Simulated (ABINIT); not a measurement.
ZrC:

```
Zr C
1.0
     0.00000    2.36500    2.36500
     2.36500    0.00000    2.36500
     2.36500    2.36500    0.00000
Zr C
1 1
Direct
  0.50000 0.50000 0.50000
  0.00000 0.00000 0.00000
```

Base run:

```yaml
Program: ABINIT 10.8.3 (patched build)
Functional: r2SCAN
Potentials_or_basis: Ansatz PAW PBE default generated set, frozen core
Cutoff: 490 eV
k_mesh: 10 × 10 × 10
Occupations: fermi-dirac, width 0.05 eV
Spin: no spin polarisation
```

Its results: band gap on the k mesh none (metal or under the smearing width); pressure -2.8 GPa.

Problem. After a change of settings the same cell gave: band gap on the k mesh none (metal or under the smearing width); pressure -1.3 GPa. Which change was it?
A. potentials or basis from Ansatz PAW PBE default generated set, frozen core to SG15 NC PBE v1.2; cutoff from 490 eV to 1306 eV
B. potentials or basis from Ansatz PAW PBE default generated set, frozen core to PseudoDojo NC SR PBE v0.4.1 standard; cutoff from 490 eV to 1333 eV
C. potentials or basis from Ansatz PAW PBE default generated set, frozen core to Ansatz NC r2SCAN; cutoff from 490 eV to 1442 eV
D. potentials or basis from Ansatz PAW PBE default generated set, frozen core to JTH PAW PBE v2.0; cutoff from 490 eV to 626 eV; fine-grid cutoff from 979.61 eV to 1224.51 eV

Solution. D.

Caveats: the PAW data sets were made with another functional, which shifts forces and pressure a little; the atomic spheres overlap (some runs).
